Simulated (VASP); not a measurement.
# InAs (F-43m) in VASP: a series of runs

InAs is run at these levels: PBE; tasks: single point.

Everything below comes from runs of VASP 6.6.1. Logs are shortened: lines on timing, memory, paths and dates and some standing lists are left out, and cuts for length are marked.

**Measured values to compare with.**

From a printed reference work, data compilation, for a bulk crystal of InAs at 4.2 K: band gap 0.418 eV (direct).

The runs below are set against these values where they give the same quantity.

### Step 1. The cell of the first run

It takes space group F-43m (No. 216, cubic). Conventional cell: a = 6.186 Å, b = 6.186 Å, c = 6.186 Å, α = 90.00°, β = 90.00°, γ = 90.00°. In (site symmetry -43m) has 4 As at 2.68 Å within 3.5 Å. As (site symmetry -43m) has 4 In at 2.68 Å within 3.5 Å.

### Step 2. Single point, PBE

INCAR

```
ALGO = Normal
EDIFF = 1E-6
ENCUT = 520
GGA = PE
ISIF = 2
ISMEAR = 0
LASPH = True
LCHARG = True
LELF = True
LREAL = False
LVHAR = True
LWAVE = False
NBANDS = 26
NELM = 100
PREC = Accurate
SIGMA = 0.1
```

KPOINTS

```
k-points
0
Gamma
  8 6 8
```

POSCAR

```
InAs
1.0
    4.3743937299      0.0000000000      0.0000000000
    0.0000000000      6.1863269400      0.0000000000
    0.0000000000      0.0000000000      4.3743937299
In As
2 2
Direct
    0.0000000000      0.0000000000      0.0000000000
    0.5000000000      0.5000000000      0.5000000000
    0.0000000000      0.7500000000      0.5000000000
    0.5000000000      0.2500000000      0.0000000000
```

Potentials or basis: VASP PAW PBE potentials, release 64 (In_d, As).

Command:

```
$ cat potpaw_PBE.64/In_d/POTCAR potpaw_PBE.64/As/POTCAR > POTCAR
$ mpirun -np 1 vasp_std > vasp.out
```

OUTCAR:

```text
EDIFF = 1E-6
   ENCUT = 520
   GGA = PE
   ISIF = 2
   ISMEAR = 0
   LASPH = True
   LREAL = False
   NELM = 100
   PREC = Accurate

 ion  position               nearest neighbor table
   1  0.000  0.000  0.000-   3 2.68   4 2.68   3 2.68   4 2.68
   2  0.500  0.500  0.500-   3 2.68   4 2.68   4 2.68   3 2.68
   3  0.000  0.750  0.500-   1 2.68   2 2.68   1 2.68   2 2.68
   4  0.500  0.250  0.000-   1 2.68   2 2.68   2 2.68   1 2.68

  LATTYP: Found a simple tetragonal cell.
 ALAT       =     4.3743937299
 C/A-ratio  =     1.4142135624

  Lattice vectors:

 A1 = (  -4.3743937299,   0.0000000000,   0.0000000000)
 A2 = (   0.0000000000,   0.0000000000,   4.3743937299)
 A3 = (   0.0000000000,   6.1863269400,   0.0000000000)

Analysis of symmetry for initial positions (statically):
=====================================================================
 Subroutine PRICEL returns following result:

  LATTYP: Found a face centered cubic cell.
 ALAT       =     6.1863269400

  Lattice vectors:

 A1 = (  -2.1871968650,   3.0931634700,   2.1871968650)
 A2 = (   0.0000000000,   0.0000000000,   4.3743937299)
 A3 = (   2.1871968650,   3.0931634700,   2.1871968650)

   2 primitive cells build up your supercell.

 Routine SETGRP: Setting up the symmetry group for a
 simple tetragonal supercell.

 Subroutine GETGRP returns: Found  8 space group operations
 (whereof  8 operations were pure point group operations)
 out of a pool of 16 trial point group operations.

The static configuration has the point symmetry D_2d.

Analysis of symmetry for dynamics (positions and initial velocities):
=====================================================================
 Subroutine PRICEL returns following result:

  LATTYP: Found a face centered cubic cell.
 ALAT       =     6.1863269400

  Lattice vectors:

 A1 = (  -2.1871968650,   3.0931634700,   2.1871968650)
 A2 = (   0.0000000000,   0.0000000000,   4.3743937299)
 A3 = (   2.1871968650,   3.0931634700,   2.1871968650)

   2 primitive cells build up your supercell.

 Routine SETGRP: Setting up the symmetry group for a
 simple tetragonal supercell.

 Subroutine GETGRP returns: Found  8 space group operations
 (whereof  8 operations were pure point group operations)
 out of a pool of 16 trial point group operations.

The dynamic configuration has the point symmetry D_2d.

 Subroutine INISYM returns: Found  8 space group operations
 (whereof  8 operations are pure point group operations),
 and found     2 'primitive' translations

----------------------------------------------------------------------------------------

                                     Primitive cell

  volume of cell :      59.1887

  direct lattice vectors                    reciprocal lattice vectors
    -2.187196865  3.093163470  2.187196865    -0.228603107  0.161646807  0.000000000
     0.000000000  0.000000000  4.374393730     0.000000000 -0.161646807  0.228603107
     2.187196865  3.093163470  2.187196865     0.228603107  0.161646807  0.000000000

  length of vectors
     4.374393730  4.374393730  4.374393730     0.279980483  0.279980483  0.279980483

  position of ions in fractional coordinates (direct lattice)
     0.000000000  0.000000000  0.000000000
     0.750000000  0.750000000  0.750000000

  ion indices of the primitive-cell ions
   primitive index   ion index
                 1           1
                 2           3

----------------------------------------------------------------------------------------

 KPOINTS: k-points

Automatic generation of k-mesh.
 Grid dimensions read from file:
 generate k-points for:    8    6    8

 Generating k-lattice:

  Cartesian coordinates                     Fractional coordinates (reciprocal lattice)
     0.028575388  0.000000000  0.000000000     0.125000000  0.000000000  0.000000000
     0.000000000  0.026941135  0.000000000     0.000000000  0.166666667  0.000000000
     0.000000000  0.000000000  0.028575388     0.000000000  0.000000000  0.125000000

  Length of vectors
     0.028575388  0.026941135  0.028575388

  Shift w.r.t. Gamma in fractional coordinates (k-lattice)
     0.000000000  0.000000000  0.000000000

 Subroutine IBZKPT returns following result:
 ===========================================

 Found     60 irreducible k-points:

 Following reciprocal coordinates:
            Coordinates               Weight
  0.000000  0.000000  0.000000      1.000000
  0.125000  0.000000  0.000000      4.000000
  0.250000  0.000000  0.000000      4.000000
  0.375000  0.000000  0.000000      4.000000
  0.500000  0.000000  0.000000      2.000000
  0.000000  0.166667  0.000000      2.000000
[... 16 lines left out ...]
  0.375000  0.000000  0.125000      8.000000
  0.500000  0.000000  0.125000      4.000000
 [... further k-points ...]
   k-points           NKPTS =     60   k-points in BZ     NKDIM =     60   number of bands    NBANDS=     26
   number of dos      NEDOS =    301   number of ions     NIONS =      4
   total plane-waves  NPLWV =  62208
   dimension x,y,z NGX =    36 NGY =   48 NGZ =   36
   dimension x,y,z NGXF=    72 NGYF=   96 NGZF=   72
   ions per type =               2   2
   NGX,Y,Z   is equivalent  to a cutoff of  13.68, 12.90, 13.68 a.u.
   NGXF,Y,Z  is equivalent  to a cutoff of  27.36, 25.80, 27.36 a.u.
 SYSTEM =  unknown system
   PREC   = accura    normal or accurate (medium, high low for compatibility)
   ISTART =      0    job   : 0-new  1-cont  2-samecut
   ICHARG =      2    charge: 1-file 2-atom 10-const
   ISPIN  =      1    spin polarized calculation?
   LNONCOLLINEAR =      F non collinear calculations
   LSORBIT =      F    spin-orbit coupling
   LASPH  =      T    aspherical Exc in radial PAW
   ENCUT  =  520.0 eV  38.22 Ry    6.18 a.u.   8.13 11.50  8.13*2*pi/ulx,y,z
   NELM   =    100;   NELMIN=  2; NELMDL= -5     # of ELM steps
   EDIFF  = 0.1E-05   stopping-criterion for ELM
   LREAL  =      F    real-space projection
   EDIFFG = 0.1E-04   stopping-criterion for IOM
   NSW    =      0    number of steps for IOM
   IBRION =     -1    ionic relax: 0-MD 1-quasi-New 2-CG
   NFREE  =      0    steps in history (QN), initial steepest desc. (CG)
   ISIF   =      2    stress and relaxation
   ISYM   =      2    0-nonsym 1-usesym 2-fastsym
   POTIM  = 0.5000    time-step for ionic-motion
   TEBEG  =    0.0;   TEEND  =   0.0 temperature during run
   PSTRESS=    0.0 pullay stress
   NELECT =      36.0000    total number of electrons
   NUPDOWN=      -1.0000    fix difference up-down
   EMIN   =  10.00;   EMAX   =-10.00  energy-range for DOS
   EFERMI =   0.00;   METHOD = LEGACY
   ISMEAR =     0;   SIGMA  =   0.10  broadening in eV -4-tet -1-fermi 0-gaus
   EFERMI_NEDOS =   21; number of points for ismear=-14 and -15
   IALGO  =     38    algorithm
   IMIX   =      4    mixing-type and parameters
     AMIX     =   0.40;   BMIX     =  1.00
     AMIX_MAG =   1.60;   BMIX_MAG =  1.00
  volume/ion in A,a.u.               =      29.59       199.71
  Fermi-wavevector in a.u.,A,eV,Ry     =   1.100912  2.080423 16.490374  1.212008
  Thomas-Fermi vector in A             =   2.237331
   LORBIT       =      0    0 simple, 1 ext, 2 COOP (PROOUT), +10 PAW based schemes
   GGA     = PE    functional components
   LHFCALC =     F    Hartree Fock is set to
   AEXX    =    0.0000 exact exchange contribution
   IVDW    =     0    specifies the selected vdW correction
   LEPSILON=     F    determine dielectric tensor
   LRPA    =     F    only Hartree local field effects (RPA)
 non-spin polarized calculation
 Gauss-broadening in eV      SIGMA  =   0.10
  energy-cutoff  :      520.00
  volume of cell :      118.38
 maximum number of plane-waves:      3228
 NGX is ok and might be reduce to    36
   NGX = 17   NGY = 23   NGZ = 17

 number of electron      35.9999985 magnetization

 Free energy of the ion-electron system (eV)
  ---------------------------------------------------
  ext. energy  EPLUGINS =         0.00000000
  ---------------------------------------------------
  free energy    TOTEN  =       -15.43770477 eV

  energy without entropy =      -15.43715558  energy(sigma->0) =      -15.43743017

 E-fermi :   3.8935     XC(G=0):  -8.7968

 val. band max:        3.8421455256   @ k =   0.0000   0.0000   0.0000
 cond. band min:       4.6539339132   @ k =   0.5000   0.5000   0.0000
 fundamental gap:      0.8117883875
 Fermi energy:         3.8934816411

 k-point     1 :       0.0000    0.0000    0.0000
  band No.  band energies     occupation
      1     -10.5674      2.00000
      2     -10.4257      2.00000
      3     -10.4257      2.00000
      4     -10.4256      2.00000
      5     -10.3623      2.00000
      6     -10.3623      2.00000
[... 18 lines left out ...]
     25      11.1185      0.00000
     26      12.6155      0.00000

 k-point     2 :       0.1250    0.0000    0.0000
  band No.  band energies     occupation
      1     -10.5624      2.00000
      2     -10.4362      2.00000
      3     -10.4232      2.00000
      4     -10.4212      2.00000
      5     -10.3684      2.00000
      6     -10.3646      2.00000
[... 18 lines left out ...]
     25      11.7145      0.00000
     26      11.7289      0.00000

 k-point     3 :       0.2500    0.0000    0.0000
  band No.  band energies     occupation
      1     -10.5501      2.00000
      2     -10.4623      2.00000
      3     -10.4160      2.00000
      4     -10.4113      2.00000
      5     -10.3799      2.00000
      6     -10.3712      2.00000
[... 18 lines left out ...]
     25      10.8624      0.00000
     26      11.0004      0.00000

 k-point     4 :       0.3750    0.0000    0.0000
  band No.  band energies     occupation
      1     -10.5351      2.00000
      2     -10.4921      2.00000
      3     -10.4055      2.00000
      4     -10.4021      2.00000
      5     -10.3896      2.00000
      6     -10.3812      2.00000
[... 18 lines left out ...]
     25      10.0080      0.00000
     26      10.0195      0.00000

 k-point     5 :       0.5000    0.0000    0.0000
  band No.  band energies     occupation
      1     -10.5168      2.00000
      2     -10.5168      2.00000
      3     -10.3959      2.00000
      4     -10.3959      2.00000
      5     -10.3933      2.00000
      6     -10.3933      2.00000
[... 18 lines left out ...]
     25       9.1837      0.00000
     26       9.1837      0.00000

 k-point     6 :       0.0000    0.1667    0.0000
  band No.  band energies     occupation
      1     -10.5592      2.00000
      2     -10.4369      2.00000
      3     -10.4216      2.00000
      4     -10.4216      2.00000
      5     -10.3667      2.00000
      6     -10.3667      2.00000
[... 427 lines left out ...]
 k-point    21 :       0.1250    0.0000    0.1250
  band No.  band energies     occupation
      1     -10.5583      2.00000
      2     -10.4500      2.00000
      3     -10.4167      2.00000
      4     -10.4165      2.00000
      5     -10.3741      2.00000
      6     -10.3654      2.00000
[... 18 lines left out ...]
     25      10.8929      0.00000
     26      11.2352      0.00000

 k-point    22 :       0.2500    0.0000    0.1250
  band No.  band energies     occupation
      1     -10.5490      2.00000
      2     -10.4761      2.00000
      3     -10.4078      2.00000
      4     -10.4061      2.00000
      5     -10.3841      2.00000
      6     -10.3686      2.00000
[... 18 lines left out ...]
     25       9.6833      0.00000
     26      10.4479      0.00000

 k-point    23 :       0.3750    0.0000    0.1250
  band No.  band energies     occupation
      1     -10.5383      2.00000
      2     -10.5035      2.00000
      3     -10.3992      2.00000
      4     -10.3955      2.00000
      5     -10.3908      2.00000
      6     -10.3755      2.00000
[... 18 lines left out ...]
     25       9.6541      0.00000
     26      11.0199      0.00000

 k-point    24 :       0.5000    0.0000    0.1250
  band No.  band energies     occupation
      1     -10.5246      2.00000
      2     -10.5246      2.00000
      3     -10.3942      2.00000
      4     -10.3942      2.00000
      5     -10.3852      2.00000
      6     -10.3852      2.00000
[... 18 lines left out ...]
     25      10.4507      0.00000
     26      10.4507      0.00000

 [... further k-points ...]

------------------------ aborting loop because EDIFF is reached ----------------------------------------

  FORCE on cell =-STRESS in cart. coord.  units (eV):
  Direction    XX          YY          ZZ          XY          YZ          ZX
  --------------------------------------------------------------------------------------
  -------------------------------------------------------------------------------------
  Total        0.0469145      0.0268689      0.0469145      0.0000000      0.0000000      0.0000000
  in kB        0.6349645      0.3636576      0.6349645      0.0000000      0.0000000      0.0000000
  external PRESSURE =       0.5445289 kB  Pullay stress =       0.0000000 kB

 VOLUME and BASIS-vectors are now :
 -----------------------------------------------------------------------------
  energy-cutoff  :      520.00
  volume of cell :      118.38
      direct lattice vectors                 reciprocal lattice vectors
     4.374393730  0.000000000  0.000000000     0.228603107  0.000000000  0.000000000
     0.000000000  6.186326940  0.000000000     0.000000000  0.161646807  0.000000000
     0.000000000  0.000000000  4.374393730     0.000000000  0.000000000  0.228603107

 POSITION                                       TOTAL-FORCE (eV/Angst)
 -----------------------------------------------------------------------------------
      0.00000      0.00000      0.00000        -0.000000      0.000000     -0.000000
      2.18720      3.09316      2.18720         0.000000      0.000000      0.000000
      0.00000      4.63975      2.18720        -0.000000     -0.000000      0.000000
      2.18720      1.54658      0.00000        -0.000000     -0.000000      0.000000
 -----------------------------------------------------------------------------------
    total drift:                                0.000000      0.000000      0.000000

  FREE ENERGIE OF THE ION-ELECTRON SYSTEM (eV)
  ---------------------------------------------------
  free  energy   TOTEN  =       -15.4377047667 eV

  energy  without entropy=      -15.4371555785  energy(sigma->0) =      -15.43743017
```

Run time: 75 s. Hardware: 1 thread of AMD EPYC 9R45 (Zen 5), shared host; peak memory 0.31 GiB.

What came out:

```yaml
Free_energy: -15.4377 eV
Pressure: 0.1 GPa
Band_gap_on_the_k_mesh: zero (filled and empty bands touch)
```

Caveat: spin-orbit coupling is left out, which moves the levels of the heavy elements.

### Step 3. Single point, PBE (volume scaled by 0.88)

INCAR

```
SYSTEM = InAs
  PREC = Accurate
  ENCUT = 520
  EDIFF = 1E-6
  ISMEAR = 0
  SIGMA = 0.1
  LREAL = .FALSE.
  LASPH = .TRUE.
  NELM = 100
  ALGO = Normal
  ISIF = 2
  LWAVE = .FALSE.
  LCHARG = .FALSE.
  GGA = PE
  NBANDS = 16
```

KPOINTS

```
Automatic mesh
0
G
  12 12 12
  0 0 0
```

POSCAR

```
InAs
1.0
    0.0000000000      2.9641289758      2.9641289758
    2.9641289758      0.0000000000      2.9641289758
    2.9641289758      2.9641289758      0.0000000000
In As
1 1
Direct
    0.0000000000      0.0000000000      0.0000000000
    0.2500000000      0.2500000000      0.2500000000
```

Potentials or basis: VASP PAW PBE potentials, release 64 (In_d, As).

Command:

```
$ cat potpaw_PBE.64/In_d/POTCAR potpaw_PBE.64/As/POTCAR > POTCAR
$ mpirun -np 1 vasp_std > vasp.out
```

Wall time 38 s (1 thread of Intel Xeon Platinum 8488C (Sapphire Rapids), shared host); peak memory 0.21 GiB.

The run converged. Its results:

```yaml
Free_energy: -7.5505 eV
Pressure: 8.5 GPa
Band_gap_on_the_k_mesh: 0.11 eV, direct
```

Levels at points of the mesh, in eV from the valence-band top:
```tsv
k point	band 6	band 7	band 8	band 9	band 10	band 11	band 12	band 13
(0.00, 0.00, 0.00)	-12.27	0.00	0.00	0.00	0.11	3.93	3.93	3.93
(0.50, 0.00, 0.00)	-10.60	-6.08	-1.08	-1.08	1.09	4.70	4.70	6.91
(0.50, 0.50, 0.00)	-9.99	-6.11	-2.53	-2.53	1.44	2.06	9.58	9.69
```

Caveat: spin-orbit coupling is left out, which moves the levels of the heavy elements.

### Step 4. Against experiment

Step 2. Against the measured gap of InAs, 0.418 eV (direct; 4.2 K; a printed reference work, data compilation), the calculated 0.00 eV is off by -0.42 eV. Spin-orbit coupling on As, In is left out. The value is that of PBE on a finite k mesh, which can miss the band edges, without temperature or zero-point motion. Semilocal functionals fall short of measured gaps as a rule.
